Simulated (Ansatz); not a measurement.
Method: DFT PBE, scalar-relativistic, plane waves, PAW (Ansatz). All cells share a 420 eV cutoff and Γ-centred k meshes spaced at most about 0.3 Å⁻¹ (about 0.25 or finer for metals, 2π included). No spin polarisation.

Temperature and zero-point effects are left out.

Question: Which of these relaxed structures of Sb7S is the lowest in energy?
A.

```
CELL_PARAMETERS angstrom
4.61893 0.00000 0.00000
0.00000 4.34648 0.00000
-0.65780 0.00000 12.05203
ATOMIC_POSITIONS crystal
Sb 0.60083 0.00000 0.36911
Sb 0.55663 0.00000 0.61429
Sb 0.13404 0.50000 0.62292
Sb 0.02752 0.50000 0.37862
Sb 0.86945 0.00000 0.88431
Sb 0.44615 0.50000 0.89199
Sb 0.34369 0.50000 0.13475
S 0.02171 0.00000 0.10402
```

B.

```
CELL_PARAMETERS angstrom
6.13787 0.00000 0.00000
0.00000 6.13787 0.00000
0.00000 0.00000 6.13787
ATOMIC_POSITIONS crystal
Sb 0.50000 0.00000 0.00000
Sb 0.00000 0.50000 0.00000
Sb 0.00000 0.00000 0.50000
Sb 0.50000 0.00000 0.50000
Sb 0.50000 0.50000 0.50000
Sb 0.00000 0.50000 0.50000
Sb 0.50000 0.50000 0.00000
S 0.00000 0.00000 0.00000
```

Answer: A. The other, B, lies 49 meV/atom higher. Forms: A Pm; B Pm-3m. Counting Sb atoms around S (those within 1.25 times the shortest such distance or 1.15 times the sum of covalent radii, 1.27 where that leaves under three; the shortest distance is added where it exceeds 1.18 times the sum of covalent radii): A has S 3; B has S 6 from 3.1 Å. A holds Sb–Sb nets (shortest 2.93 Å); in B the shortest Sb–Sb distance is 3.07 Å, near bonding range too. Both come from invented guesses. Even the lowest of the cells shown lies +0.05 eV/atom against the elements.

These runs have no spin–orbit coupling, which can matter for Sb. Cells relaxed within their symmetry can be saddle points. Some structure types and database cells were kept out of the candidates from the start, so a known form may be missing.
